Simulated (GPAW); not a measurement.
# GaSb (F-43m) in GPAW: convergence with k mesh

Aim: find how far k mesh must go before the results for GaSb settle, at PBE. This setting moves, with any that are tied to it; all else stays.

Everything below comes from runs of GPAW 26.7.0. Logs are shortened: lines on timing, memory, paths and dates and some standing lists are left out, and cuts for length are marked. The log counts tension as positive stress, the text compression.

## 1. The cell of the first run

The structure is cubic, space group F-43m (No. 216). The conventional cell has a = 6.035 Å, b = 6.035 Å, c = 6.035 Å, α = 90.00°, β = 90.00°, γ = 90.00°. Sb (site symmetry -43m) has 4 Ga at 2.61 Å as nearest neighbours. Around Ga (site symmetry -43m) lie 4 Sb at 2.61 Å.

The cell isn't the ideal one: volume scaled by 0.96.

## 2. With k mesh 2 × 2 × 2

File run.py:

```python
import json
import numpy as np
import spglib
from ase import Atoms
from ase.dft.bandgap import bandgap
from ase.io import read, write
from gpaw import GPAW, PW
from gpaw.response.g0w0 import G0W0

atoms = read('GaSb.cif')
cell, positions, numbers = spglib.find_primitive(
    (atoms.cell[:], atoms.get_scaled_positions(), atoms.numbers), symprec=1e-4)
atoms = Atoms(numbers, cell=cell, scaled_positions=positions, pbc=True)

calc = GPAW(mode=PW(500),
            xc='PBE',
            kpts={'size': (2, 2, 2), 'gamma': True},
            occupations={'name': 'fermi-dirac', 'width': 0.001},
            nbands=18,
            convergence={'density': 1e-06},
            maxiter=150,
            txt='gpaw.txt')
atoms.calc = calc
energy = atoms.get_potential_energy()
calc.write('gs.gpw')
write('result.traj', atoms)
print(f'Energy: {energy:.6f} eV')
print('Fermi level:', round(calc.get_fermi_level(), 4), 'eV')
print(f'Gap: {bandgap(calc)[0]:.4f} eV, direct: {bandgap(calc, direct=True)[0]:.4f} eV')

calc.diagonalize_full_hamiltonian(nbands=93)
calc.write('full.gpw', mode='all')

ibz = calc.get_ibz_k_points()
gap, vbm, cbm = bandgap(calc, output=None)
gap, direct, _ = bandgap(calc, direct=True, output=None)
gamma = int(np.abs(ibz).sum(1).argmin())
kpts = sorted({gamma, vbm[1], cbm[1], direct[1]})
gw = G0W0(calc='full.gpw',
          filename='gw',
          ecut=80,
          ecut_extrapolation=False,
          relbands=(-1, 1),
          kpts=kpts,
          integrate_gamma='WS',
          nbands=89,
          ppa=True)
gw.calculate()
results = {mode: {key: np.asarray(r[key]).tolist() for key in ['f', 'eps', 'vxc', 'exx', 'sigma', 'Z', 'qp', 'sigma_eskn']}
           for mode, r in gw.all_results.items()}
json.dump({'kpts': ibz[kpts].tolist(), 'results': results}, open('gw.json', 'w'))
for mode, r in results.items():
    f, qp = np.array(r['f']), np.array(r['qp'])
    print(mode, 'quasiparticle energies (eV):')
    print(qp.round(3))
    print(mode, 'gap:', round(qp[f < 0.5].min() - qp[f > 0.5].max(), 4), 'eV')
```

File GaSb.cif:

```cif
data_GaSb
_cell_length_a 6.03531419
_cell_length_b 6.03531419
_cell_length_c 6.03531419
_cell_angle_alpha 90.00000000
_cell_angle_beta 90.00000000
_cell_angle_gamma 90.00000000
_space_group_name_H-M_alt 'F-43m'
_space_group_name_Hall 'F -4 2 3'
_space_group_IT_number 216
loop_
_space_group_symop_operation_xyz
'x,y,z'
'y,-x,-z'
'-x,-y,z'
'-y,x,-z'
'x,-y,-z'
'y,x,z'
'-x,y,-z'
'-y,-x,z'
'z,x,y'
'-z,y,-x'
'z,-x,-y'
'-z,-y,x'
'-z,x,-y'
'z,y,x'
'-z,-x,y'
'z,-y,-x'
'y,z,x'
'-x,-z,y'
'-y,z,-x'
'x,-z,-y'
'-y,-z,x'
'x,z,y'
'y,-z,-x'
'-x,z,-y'
'x,y+1/2,z+1/2'
'y,-x+1/2,-z+1/2'
'-x,-y+1/2,z+1/2'
'-y,x+1/2,-z+1/2'
'x,-y+1/2,-z+1/2'
'y,x+1/2,z+1/2'
'-x,y+1/2,-z+1/2'
'-y,-x+1/2,z+1/2'
'z,x+1/2,y+1/2'
'-z,y+1/2,-x+1/2'
'z,-x+1/2,-y+1/2'
'-z,-y+1/2,x+1/2'
'-z,x+1/2,-y+1/2'
'z,y+1/2,x+1/2'
'-z,-x+1/2,y+1/2'
'z,-y+1/2,-x+1/2'
'y,z+1/2,x+1/2'
'-x,-z+1/2,y+1/2'
'-y,z+1/2,-x+1/2'
'x,-z+1/2,-y+1/2'
'-y,-z+1/2,x+1/2'
'x,z+1/2,y+1/2'
'y,-z+1/2,-x+1/2'
'-x,z+1/2,-y+1/2'
'x+1/2,y,z+1/2'
'y+1/2,-x,-z+1/2'
'-x+1/2,-y,z+1/2'
'-y+1/2,x,-z+1/2'
'x+1/2,-y,-z+1/2'
'y+1/2,x,z+1/2'
'-x+1/2,y,-z+1/2'
'-y+1/2,-x,z+1/2'
'z+1/2,x,y+1/2'
'-z+1/2,y,-x+1/2'
'z+1/2,-x,-y+1/2'
'-z+1/2,-y,x+1/2'
'-z+1/2,x,-y+1/2'
'z+1/2,y,x+1/2'
'-z+1/2,-x,y+1/2'
'z+1/2,-y,-x+1/2'
'y+1/2,z,x+1/2'
'-x+1/2,-z,y+1/2'
'-y+1/2,z,-x+1/2'
'x+1/2,-z,-y+1/2'
'-y+1/2,-z,x+1/2'
'x+1/2,z,y+1/2'
'y+1/2,-z,-x+1/2'
'-x+1/2,z,-y+1/2'
'x+1/2,y+1/2,z'
'y+1/2,-x+1/2,-z'
'-x+1/2,-y+1/2,z'
'-y+1/2,x+1/2,-z'
'x+1/2,-y+1/2,-z'
'y+1/2,x+1/2,z'
'-x+1/2,y+1/2,-z'
'-y+1/2,-x+1/2,z'
'z+1/2,x+1/2,y'
'-z+1/2,y+1/2,-x'
'z+1/2,-x+1/2,-y'
'-z+1/2,-y+1/2,x'
'-z+1/2,x+1/2,-y'
'z+1/2,y+1/2,x'
'-z+1/2,-x+1/2,y'
'z+1/2,-y+1/2,-x'
'y+1/2,z+1/2,x'
'-x+1/2,-z+1/2,y'
'-y+1/2,z+1/2,-x'
'x+1/2,-z+1/2,-y'
'-y+1/2,-z+1/2,x'
'x+1/2,z+1/2,y'
'y+1/2,-z+1/2,-x'
'-x+1/2,z+1/2,-y'
loop_
_atom_site_label
_atom_site_type_symbol
_atom_site_symmetry_multiplicity
_atom_site_Wyckoff_symbol
_atom_site_fract_x
_atom_site_fract_y
_atom_site_fract_z
_atom_site_occupancy
Sb1 Sb 4 c 0.2500000000 0.2500000000 0.2500000000 1
Ga1 Ga 4 a 0.0000000000 0.0000000000 0.0000000000 1
```

Potentials or basis: GPAW PAW data sets (gpaw-data 1.2.1), pw.

Launch:

```sh
$ OMP_NUM_THREADS=1 python run.py
```

It took 18 s on 1 thread of Arm Neoverse V1, shared host; peak memory 0.32 GiB.

Results:

```
Free energy                              : -5.1323 eV
Band gap on the k mesh, mean-field level : 0.35 eV, direct
Quasiparticle gap                        : 1.74 eV
Least direct quasiparticle gap           : 1.74 eV
```

## 3. With k mesh 3 × 3 × 3

Changes to run.py since step 2:

```diff
@@ -16,3 +16,3 @@
             xc='PBE',
-            kpts={'size': (2, 2, 2), 'gamma': True},
+            kpts={'size': (3, 3, 3), 'gamma': True},
             occupations={'name': 'fermi-dirac', 'width': 0.001},
```

GaSb.cif is that of step 2.

Potentials or basis: GPAW PAW data sets (gpaw-data 1.2.1), pw.

Launch:

```sh
$ OMP_NUM_THREADS=1 python run.py
```

Wall time 29 s (1 thread of Arm Neoverse V1, shared host); peak memory 0.37 GiB.

What came out:

- Free energy: -6.9746 eV
- Band gap on the k mesh, mean-field level: 0.37 eV, direct
- Quasiparticle gap: 1.58 eV
- Least direct quasiparticle gap: 1.58 eV

## 4. With k mesh 4 × 4 × 4

Changes to run.py since step 3:

```diff
@@ -16,3 +16,3 @@
             xc='PBE',
-            kpts={'size': (3, 3, 3), 'gamma': True},
+            kpts={'size': (4, 4, 4), 'gamma': True},
             occupations={'name': 'fermi-dirac', 'width': 0.001},
```

GaSb.cif is that of step 3.

Launch:

```sh
$ OMP_NUM_THREADS=1 python run.py
```

Run time: 75 s. Hardware: 1 thread of Arm Neoverse V1, shared host; peak memory 0.43 GiB.

It converged, with:

| Quantity | Value |
| --- | --- |
| Free energy | -7.3924 eV |
| Band gap on the k mesh, mean-field level | 0.38 eV, direct |
| Quasiparticle gap | 1.52 eV |
| Least direct quasiparticle gap | 1.52 eV |

## 5. With k mesh 5 × 5 × 5

Changes to run.py since step 4:

```diff
@@ -16,3 +16,3 @@
             xc='PBE',
-            kpts={'size': (4, 4, 4), 'gamma': True},
+            kpts={'size': (5, 5, 5), 'gamma': True},
             occupations={'name': 'fermi-dirac', 'width': 0.001},
```

GaSb.cif is that of step 4.

Launch:

```sh
$ OMP_NUM_THREADS=1 python run.py
```

Run time: 2.5 min. Hardware: 1 thread of Arm Neoverse V1, shared host; peak memory 0.56 GiB.

Results (log left out):

```yaml
Free_energy: -7.5168 eV
Band_gap_on_the_k_mesh_mean-field_level: 0.39 eV, direct
Quasiparticle_gap: 1.50 eV
Least_direct_quasiparticle_gap: 1.50 eV
```

## 6. With k mesh 6 × 6 × 6

Changes to run.py since step 5:

```diff
@@ -16,3 +16,3 @@
             xc='PBE',
-            kpts={'size': (5, 5, 5), 'gamma': True},
+            kpts={'size': (6, 6, 6), 'gamma': True},
             occupations={'name': 'fermi-dirac', 'width': 0.001},
```

GaSb.cif is that of step 5.

Potentials or basis: GPAW PAW data sets (gpaw-data 1.2.1), pw.

Launch:

```sh
$ OMP_NUM_THREADS=1 python run.py
```

Wall time 5.9 min (1 thread of Arm Neoverse V1, shared host); peak memory 0.77 GiB.

The run converged. Its results:

```
Free energy                              : -7.5600 eV
Band gap on the k mesh, mean-field level : 0.39 eV, direct
Quasiparticle gap                        : 1.49 eV
Least direct quasiparticle gap           : 1.49 eV
```

## 7. With k mesh 7 × 7 × 7

Changes to run.py since step 6:

```diff
@@ -16,3 +16,3 @@
             xc='PBE',
-            kpts={'size': (6, 6, 6), 'gamma': True},
+            kpts={'size': (7, 7, 7), 'gamma': True},
             occupations={'name': 'fermi-dirac', 'width': 0.001},
```

GaSb.cif is that of step 6.

Potentials or basis: GPAW PAW data sets (gpaw-data 1.2.1), pw.

Launch:

```sh
$ OMP_NUM_THREADS=1 python run.py
```

gpaw.txt:

```text
__  _  _
 | _ |_)|_||  |
 |__||  | ||/\| - 26.7.0

Input parameters:
  mode=PW(ecut=500.0),
  convergence={'density': 1e-06},
  kpts=MonkhorstPack(size=(7, 7, 7), gamma=True),
  maxiter=150,
  nbands=18,
  occupations=Occupations(name='fermi-dirac', width=0.001),
  xc=XC(name='PBE')

Diagonalizing LCAO Hamiltonian
Converting LCAO to pw mode

            Sb

       Ga

Atoms  # Å, Bohr magnetons
|   | symbol |        x |        y |        z |    initial magnetic moments |
|---|--------|----------|----------|----------|-----------------------------|
| 0 |     Sb | 1.508829 | 1.508829 | 1.508829 | ( 0.0000,  0.0000,  0.0000) |
| 1 |     Ga | 0.000000 | 0.000000 | 0.000000 | ( 0.0000,  0.0000,  0.0000) |

Unit cell  # Å
| periodic |        x |        y |        z |  lengths |    angles |
|----------|----------|----------|----------|----------|-----------|
|      yes | 0.000000 | 3.017657 | 3.017657 | 4.267612 | 60.000000 |
|      yes | 3.017657 | 0.000000 | 3.017657 | 4.267612 | 60.000000 |
|      yes | 3.017657 | 3.017657 | 0.000000 | 4.267612 | 60.000000 |

Number of symmetries: 24
Symmetry operations  # r_c * U_cc + t_c -> r_c
|    | kind |            matrix            |
|----|------|------------------------------|
|  0 |  E   |  1, 0, 0,  0, 1, 0,  0, 0, 1 |
|  1 |  σ   |  1, 0, 0,  0, 0, 1,  0, 1, 0 |
|  2 |  σ   |  1, 0,-1,  0, 1,-1,  0, 0,-1 |
|  3 |  C3  |  1, 0,-1,  0, 0,-1,  0, 1,-1 |
|  4 |  C3  |  1,-1, 0,  0,-1, 1,  0,-1, 0 |
|  5 |  σ   |  1,-1, 0,  0,-1, 0,  0,-1, 1 |
|  6 |  σ   |  0, 1, 0,  1, 0, 0,  0, 0, 1 |
|  7 |  C3  |  0, 1, 0,  0, 0, 1,  1, 0, 0 |
|  8 |  C2  |  0, 1,-1,  1, 0,-1,  0, 0,-1 |
|  9 |  S4  |  0, 1,-1,  0, 0,-1,  1, 0,-1 |
| 10 |  C3  |  0, 0, 1,  1, 0, 0,  0, 1, 0 |
| 11 |  σ   |  0, 0, 1,  0, 1, 0,  1, 0, 0 |
| 12 |  S4  |  0, 0,-1,  1, 0,-1,  0, 1,-1 |
| 13 |  C3  |  0, 0,-1,  0, 1,-1,  1, 0,-1 |
| 14 |  S4  |  0,-1, 1,  1,-1, 0,  0,-1, 0 |
| 15 |  C2  |  0,-1, 1,  0,-1, 0,  1,-1, 0 |
| 16 |  C3  |  0,-1, 0,  1,-1, 0,  0,-1, 1 |
| 17 |  S4  |  0,-1, 0,  0,-1, 1,  1,-1, 0 |
| 18 |  S4  | -1, 1, 0, -1, 0, 1, -1, 0, 0 |
| 19 |  C3  | -1, 1, 0, -1, 0, 0, -1, 0, 1 |
| 20 |  C3  | -1, 0, 1, -1, 1, 0, -1, 0, 0 |
| 21 |  S4  | -1, 0, 1, -1, 0, 0, -1, 1, 0 |
| 22 |  σ   | -1, 0, 0, -1, 1, 0, -1, 0, 1 |
| 23 |  C2  | -1, 0, 0, -1, 0, 1, -1, 1, 0 |

BZ-sampling:
  Number of BZ points: 343
  Number of IBZ points: 20

  Monkhorst-Pack size: [7, 7, 7]
  Monkhorst-Pack shift: [0, 0, 0]

K-points  # in reciprocal-cell coordinates
|     |                                coordinates |     weight |
|-----|--------------------------------------------|------------|
|   0 | (  0.00000000,   0.00000000,   0.00000000) | 0.00291545 |
|   1 | (  0.14285714,   0.14285714,   0.00000000) | 0.01749271 |
|   2 | (  0.14285714,   0.14285714,   0.14285714) | 0.02332362 |
|   3 | (  0.28571429,   0.14285714,   0.14285714) | 0.03498542 |
|   4 | (  0.28571429,   0.28571429,   0.00000000) | 0.01749271 |
|   5 | (  0.28571429,   0.28571429,   0.14285714) | 0.06997085 |
|   6 | (  0.28571429,   0.28571429,   0.28571429) | 0.02332362 |
|   7 | (  0.42857143,  -0.28571429,  -0.28571429) | 0.03498542 |
|   8 | (  0.42857143,   0.28571429,  -0.42857143) | 0.13994169 |
|   9 | (  0.42857143,   0.28571429,  -0.28571429) | 0.06997085 |
| ... |                                            |            |
|  19 | (  0.42857143,   0.42857143,   0.42857143) | 0.02332362 |

Plane wave coefficients: 1416
Cutoff: 500.0 eV

Spin-components: 1 (collinear spins)
Bands:           18
Projectors:      11
Spin-degeneracy: 2
Datatype:        complex128

Density:
  Valence electrons: 18.0
  Components: 1
  Grid points: [24 24 24]
  Charge: 0.0  # |e|

Potential:
  Grid points: [24 24 24]

species:
  Sb:
    name:    Antimony
    Z:       51.0
    valence: 15
    core:    36
    charge:  0.0  # [|e|]
    compensation charges:
      type: gauss
      rc: 0.36  # [Å]
      lmax: 2
    cutoffs:
      filter: 2.23  # [Å]
      core: 2.23  # [Å]
    projectors
    | kind |    occ | energy [eV] | rcut [Å] |
    |------|--------|-------------|----------|
    |   5s |  2.000 |     -12.815 |    1.154 |
    |   5p |  3.000 |      -4.830 |    1.233 |
    |   4d | 10.000 |     -33.514 |    1.196 |
    |    s |        |      14.396 |    1.154 |
    |    p |        |      22.381 |    1.233 |
    |    d |        |      -6.303 |    1.196 |

    Using partial waves for Sb as LCAO basis

  Ga:
    name:    Gallium
    Z:       31.0
    valence: 3
    core:    28
    charge:  0.0  # [|e|]
    compensation charges:
      type: gauss
      rc: 0.37  # [Å]
      lmax: 2
    cutoffs:
      filter: 2.06  # [Å]
      core: 4.17  # [Å]
    projectors
    | kind |    occ | energy [eV] | rcut [Å] |
    |------|--------|-------------|----------|
    |   4s |  2.000 |      -8.945 |    1.164 |
    |   4p |  1.000 |      -2.580 |    1.164 |
    |    s |        |      18.266 |    1.164 |
    |    p |        |      24.631 |    1.164 |
    |    d |        |       0.000 |    1.164 |

    Using partial waves for Ga as LCAO basis

Reference energy: -229166.229777  # eV

eigensolver:
  PPCG
  Converge bands: occupied
  niter=2

density mixing:
  MSR1-Mixer
  Pratt-step length: 0.05
  Maximum mixing coefficient: 0.75
  Old densities: 10
  SVD Regularization: 0.005
  Good broyden scale: 1.0
  Trust region scale: 1.0
  Backstep threshold: 4.0
  History deletion threshold: 6.0
  Fourier metric: weight=20.0, sigma=0.015

occupation numbers:
  Fermi-Dirac:
    width: 0.0010  # eV

poisson solver:
  ecut: 4000.0  # eV

xc functional:
  name: PBE with 2 nearest neighbor stencil

convergence criteria:
- Maximum integral of absolute [dens]ity change: 1e-06 electrons / valence electron
- Maximum [total energy] change in last 3 cyles: 0.0005 eV / valence electron
- Maximum integral of absolute [eigenst]ate change: 4e-08 eV^2 / valence electron
maximum number of iterations: 150

SCF iterations
|iter     | |      energy | eigst |  dens |
|---------|-|-------------|-------|-------|
|iter:   1| |   -7.592314 | +0.14 |       |
|iter:   2| |   -7.594748 | -2.08 | -1.28 |
|iter:   3| |   -7.574316 | -2.50 | -1.31 |
|iter:   4| |   -7.576437 | -3.20 | -1.85 |
|iter:   5| |   -7.576862c| -4.26 | -2.61 |
|iter:   6| |   -7.576971c| -5.02 | -3.01 |
|iter:   7| |   -7.576972c| -6.71 | -4.13 |
|iter:   8| |   -7.576972c| -7.56c| -4.58 |
|iter:   9| |   -7.576972c| -8.46c| -5.42 |
|iter:  10| |   -7.576972c| -8.77c| -5.96 |
|iter:  11| |   -7.576972c| -9.28c| -6.67c|

Converged in 11 steps
Energy contributions relative to reference atoms: (reference = -229166.229777)

Energy contributions:
  Kinetic:          16.927227
  Coulomb:         -14.614759
  Zero:              0.195227
  External:          0.000000
  Xc:              -10.084667
  Entropy:          -0.000000
  Spinorbit:         0.000000
  ----------------------------
  Free energy:      -7.576972
  Extrapolated:     -7.576972

dipole moment: (-20.132957, -20.132957, -20.132957)  # |e|*Ang

Fermi level: 5.375
Eigenvalues  # (at kpt = [0.000, 0.000, 0.000])
| band index |      eig [eV] | occ [0-2] |
|------------|---------------|-----------|
|          0 |       -23.504 |     2.000 |
|          1 |       -23.504 |     2.000 |
|          2 |       -23.504 |     2.000 |
|          3 |       -23.485 |     2.000 |
|          4 |       -23.485 |     2.000 |
|          5 |        -6.423 |     2.000 |
|          6 |         5.310 |     2.000 |
|          7 |         5.310 |     2.000 |
|          8 |         5.310 |     2.000 |
|          9 |         5.700 |     0.000 |
|         10 |         8.117 |     0.000 |
|         11 |         8.117 |     0.000 |
|         12 |         8.117 |     0.000 |
|         13 |        11.202 |     0.000 |
|         14 |        14.124 |     0.000 |
|         15 |        14.124 |     0.000 |
|         16 |        14.888 |     0.000 |
|         17 |        14.888 |     0.000 |

Gap: 0.390 eV
Transition (v -> c):
  (s=0, k=0, n=8, [0.00, 0.00, 0.00]) -> (s=0, k=0, n=9, [0.00, 0.00, 0.00])
No difference between direct/indirect transitions
# Writing to gs.gpw (mode='')

Matrix size: 1416x1416
# Writing to full.gpw (mode='all')
```

Run time: 12 min. Hardware: 1 thread of Arm Neoverse V1, shared host; peak memory 1.1 GiB.

What came out:

```
Free energy                              : -7.5770 eV
Band gap on the k mesh, mean-field level : 0.39 eV, direct
Quasiparticle gap                        : 1.49 eV
Least direct quasiparticle gap           : 1.49 eV
```

## 8. Summary

```tsv
k mesh	energy less the tightest run, at zero smearing (meV/atom)	gap on the mesh (eV)	quasiparticle gap at the points computed (eV)	SCF cycles	CPU time (s)	peak memory (GiB)
2 × 2 × 2	1222.34	0.347	1.736	11	18	0.32
3 × 3 × 3	301.18	0.375	1.576	11	29	0.37
4 × 4 × 4	92.27	0.383	1.524	11	75	0.43
5 × 5 × 5	30.10	0.387	1.499	11	150	0.56
6 × 6 × 6	8.47	0.389	1.490	11	350	0.77
7 × 7 × 7	0.00	0.390	1.487	11	730	1.1
```

Against the tightest run, the gap on the mesh stays within 0.01 eV from 4 × 4 × 4 on; the quasiparticle gap at the points computed stays within 0.05 eV from 4 × 4 × 4 on. Not settled before the last step: the energy (to 1 meV/atom). Meshes of other sizes hit other points, so gaps and Fermi surfaces needn't settle smoothly. The tightest run that finished is the yardstick and may itself not be fully converged.

Caveats: the quasiparticle gap is taken among the few k points that were corrected; the long-wavelength limit can be off by a per cent or two; spin-orbit coupling is left out, which moves the levels of the heavy elements; an odd mesh through Γ misses points on the zone boundary, where band edges often lie.
